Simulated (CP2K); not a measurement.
The system is TiAl.

```
CELL_PARAMETERS angstrom
3.17906 0.00000 0.00000
0.00000 3.17906 0.00000
0.00000 0.00000 3.17906
ATOMIC_POSITIONS crystal
Ti 0.00000 0.00000 0.00000
Al 0.50000 0.50000 0.50000
```

The cell comes from a database or a generator and needn't be the stable form of this composition.

Base run:

```yaml
Program: CP2K 2026.2
Functional: PBE
Potentials_or_basis: POTENTIAL_UZH Ti GTH-PBE-q12, Al GTH-PBE-q3; TZVP-MOLOPT-PBE-GTH basis
Density_cutoff: 9184 eV
k_mesh: 8 × 8 × 8
Occupations: fermi-dirac, width 0.05 eV
Spin: no spin polarisation
```

Its results: band gap on the k mesh none (metal or under the smearing width); pressure 0.9 GPa.

Task: After a change of settings the same cell gave: band gap on the k mesh none (metal or under the smearing width); pressure 0.0 GPa. Which change was it?
A. functional from PBE to vdW-DF-cx
B. functional from PBE to BEEF-vdW
C. functional from PBE to LDA
D. functional from PBE to RPBE

Result: B.

Caveats: the basis of atomic orbitals isn't converged, which shifts pressures, moduli and gaps; the potentials were made for another functional, which shifts forces and pressure (some runs).
